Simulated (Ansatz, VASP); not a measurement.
Two plane-wave programs on BaS

```
Ba S
1.0
     0.00000    3.15416    3.15416
     3.15416    0.00000    3.15416
     3.15416    3.15416    0.00000
Ba S
1 1
Direct
  0.50000 0.50000 0.50000
  0.00000 0.00000 0.00000
```

Alike in both runs: task single point; functional PBE; k mesh 10 × 10 × 10; occupations gaussian, width 0.05 eV; no spin polarisation.

```csv
,VASP,Ansatz
version,VASP 6.6.1,Ansatz 0.2.0
potentials or method,"VASP PAW PBE potentials, release 64 (Ba_sv, S)","scalar-relativistic, plane waves, PAW"
plane-wave cutoff (eV),520,420
valence electrons in the cell,16,16
```

Ansatz gave:

| Quantity | Value |
| --- | --- |
| gap on the k mesh at the Fermi level (eV) | 2.15 |
| least direct gap on the mesh (eV) | 2.23 |
| pressure (GPa) | 2.7 |

Q: Estimate VASP's values.

A: gap on the k mesh at the Fermi level (eV): 2.04; least direct gap on the mesh (eV): 2.15; pressure (GPa): 3.4.

With one functional, cell and mesh, what is left measures potentials, basis and numerics.

Caveats: spin-orbit coupling is left out, which moves the levels of the heavy elements. A k mesh can miss the band edges. As with any semilocal functional, this PBE gap is likely too small.
